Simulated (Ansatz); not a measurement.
Input and command of a calculation in Ansatz (plane waves; scalar-relativistic PAW potentials unless the input names others):

```yaml
crystal:
  lattice:
    - [2.955124, 0.0, 0.0]
    - [0.0, 2.955124, 0.0]
    - [0.0, 0.0, 2.955124]
  atoms:
    - { symbol: Na, position: [0.0, 0.076138937, 0.0] }
    - { symbol: H, position: [0.5, 0.5, 0.5] }
basis:
  ecutwfc: 420
kpoints:
  mp_grid: { grid: [10, 10, 10], shift: [0.5, 0.5, 0.5] }
hamiltonian:
  xc: pbe
scf:
  occupations: { method: gaussian, width: 0.02 }
  initial_density: { chi_scale: 0.3 }
output:
  forces: true
  eigenvalues: true
  stress: true
```

```bash
ansatz run input.yaml --threads 1 --pin off --max-ram 1331MiB --backend cpu --events-out ev --progress --plain --runs-dir out
```

Abridged log:
```
Pseudopotentials: kind: paw
Pseudopotential: Na, paw, valence charge 9, recommended cutoff 420 eV (normal)
Pseudopotential: H, paw, valence charge 1, recommended cutoff 420 eV (normal)
Functional definition: PBE
Crystal: 2 atoms, lattice volume = 25.806 Å³
Basis set: ecut = 420 eV, 485 PW (Γ), exchange–correlation on 40×40×40 points (8 copies of the dense FFT grid, shifted against one another)
Bands: 9, of which v1, the nominal top of the filled ones, is band 5 counted from 1 (4 counted from 0)
Symmetry: 8 space group operations
Space group: P4mm (ITA 99), of the structure as read, at distance tolerance 3.0e-5 Å
k-points: 75 of 1000 (time reversal used)
Initial density: superposition of atomic densities (chi_scale 0.3, normalization cell, long waves kept (reshape's long-wave potential 0.00 eV rms))
Initial wavefunctions: pseudopotential atomic-orbital guess
Functional: x = pbe(κ = 0.804, μ = 0.21951497), c = pbe(β = 0.06672455)
SCF iter   1: F=—  HF=-1502.431518 eV  |F-HF|=—  |Δ(HF+E_count)|=         —  Δρ=3.98e-2  dr2=3.46e-1  ethr=3.10e-3  ⟨swp⟩=5.8  Hψ=4353  notcnv=0
SCF iter   2: F=—  HF=-1502.350701 eV  |F-HF|=—  |Δ(HF+E_count)|=   8.08e-2  Δρ=1.29e-2  dr2=2.62e-2  ethr=3.10e-3  ⟨swp⟩=2.0  Hψ=1575  notcnv=0
SCF iter   3: F=—  HF=-1502.353815 eV  |F-HF|=—  |Δ(HF+E_count)|=   3.11e-3  Δρ=3.52e-3  dr2=8.39e-4  ethr=2.62e-4  ⟨swp⟩=2.0  Hψ=1050  notcnv=0
SCF iter   4: F=—  HF=-1502.354892 eV  |F-HF|=—  |Δ(HF+E_count)|=   1.08e-3  Δρ=4.93e-4  dr2=2.78e-5  ethr=8.39e-6  ⟨swp⟩=2.0  Hψ=1050  notcnv=0
SCF iter   5: F=—  HF=-1502.354931 eV  |F-HF|=—  |Δ(HF+E_count)|=   3.89e-5  Δρ=4.85e-5  dr2=1.80e-7  ethr=2.78e-7  ⟨swp⟩=2.0  Hψ=1050  notcnv=0
SCF iter   6: F=-1502.354931 eV  HF=-1502.354931 eV  |F-HF|=4.22e-10  |Δ(HF+E_count)|=   4.29e-7  Δρ=5.90e-6  dr2=4.02e-9  ethr=1.00e-9  ⟨swp⟩=5.4  Hψ=3050  notcnv=0
SCF 1 converged in 6 iterations: F = -1502.354931 eV  dr2 = 4.02e-9
SCF converged after 6 iterations
Free energy (F): -1502.354931 eV
Harris-Foulkes:  -1502.354931 eV  (|F-HF|=4.22e-10)
Internal energy: -1502.354931 eV  (E = F + TS)
E sigma→0 (E₀):  -1502.354931 eV
Fermi energy:    3.945923 eV
--- Forces (eV/Å), atoms counted from 1 ---
  atom   1  Na     0.00000000    -0.09303479     0.00000000
  atom   2  H      0.00000000     0.09306025     0.00000000
--- Stress (GPa, compression-positive) ---
        0.602107       0.000000       0.000000
        0.000000       0.778100       0.000000
        0.000000       0.000000       0.602107
  P = ⅓ Tr σ = 0.6608 GPa (6.608 kbar)
```

Apart from outputs and empty bands, the input differs from a reference run on usual settings in kpoints.mp_grid.shift: not typed → [0.5, 0.5, 0.5]; scf.initial_density.chi_scale: not typed → 0.3. The reference, at the same geometry (not necessarily relaxed), gave pressure 0.66 GPa, largest force 0.093 eV/Å, gap on the mesh 1.06 eV. This run converged in 6 SCF iterations (reference: 6) with an energy at zero smearing 0.02 meV/atom below the reference's, pressure 0.66 GPa, largest force 0.093 eV/Å, gap on the mesh 1.51 eV.